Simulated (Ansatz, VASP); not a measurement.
One calculation of Si, two programs

The input INCAR:

```
SYSTEM = Si
PREC = Accurate ; ENCUT = 520
EDIFF = 1E-7 ; ISMEAR = 0
SIGMA = 0.1 ; LREAL = .FALSE.
LASPH = .TRUE. ; NELM = 80
ALGO = Normal ; ISIF = 2
LWAVE = .FALSE. ; LCHARG = .FALSE.
LDIPOL = .TRUE. ; IDIPOL = 3
DIPOL = 0.5 0.5 0.364 ; GGA = PE
IVDW = 12 ; NBANDS = 16
```

KPOINTS

```
regular mesh
0
G
  9 9 1
  0 0 0
```

File POSCAR:

```
Si
1.0
    3.8472023583      0.0000000000      0.0000000000
   -1.9236011791      3.3317749758      0.0000000000
    0.0000000000      0.0000000000     18.4446971457
Si
4
Direct
    0.3333333333      0.6666666667      0.2695814701
    0.6666666667      0.3333333333      0.2439725610
    0.8888888889      0.1111111111      0.4849468156
    1.2222222222     -0.2222222222      0.4593379065
```

Input for Ansatz:

```yaml
crystal:
  lattice:
    - [3.8472023583, 0.0, 0.0]
    - [-1.9236011791, 3.3317749758, 0.0]
    - [0.0, 0.0, 18.4446971457]
  atoms:
    - { symbol: Si, position: [0.3333333333, 0.6666666667, 0.2695814701] }
    - { symbol: Si, position: [0.6666666667, 0.3333333333, 0.243972561] }
    - { symbol: Si, position: [0.8888888889, 0.1111111111, 0.4849468156] }
    - { symbol: Si, position: [1.2222222222, -0.2222222222, 0.4593379065] }
basis:
  ecutwfc: 420
kpoints:
  mp_grid: { grid: [9, 9, 1] }
hamiltonian:
  xc: pbe
  dispersion: d3bj
scf:
  occupations: { method: gaussian, width: 0.1 }
output:
  forces: true
  eigenvalues: true
efield:
  axis: 3
  dipole_correction: true
  ramp_width: 0.04
```

Alike in both runs: task single point; functional PBE; dispersion D3(BJ); k mesh 9 × 9 × 1; occupations gaussian, width 0.1 eV; no spin polarisation.

|  | VASP | Ansatz |
| --- | --- | --- |
| version | VASP 6.6.1 | Ansatz 0.2.0 |
| potentials or method | VASP PAW PBE potentials, release 64 (Si) | scalar-relativistic, plane waves, PAW |
| plane-wave cutoff (eV) | 520 | 420 |
| valence electrons in the cell | 16 | 16 |

Ansatz gave:

| Quantity | Value |
| --- | --- |
| gap on the k mesh at the Fermi level (eV) | 0.25 |
| least direct gap on the mesh (eV) | 0.25 |
| rms of the force components (eV/Å) | 0.159 |

Question: What did VASP give for the same quantities?

Answer: gap on the k mesh at the Fermi level (eV): 0.25; least direct gap on the mesh (eV): 0.25; rms of the force components (eV/Å): 0.156.

Atom by atom the forces differ by 0.004 eV/Å (rms over components).
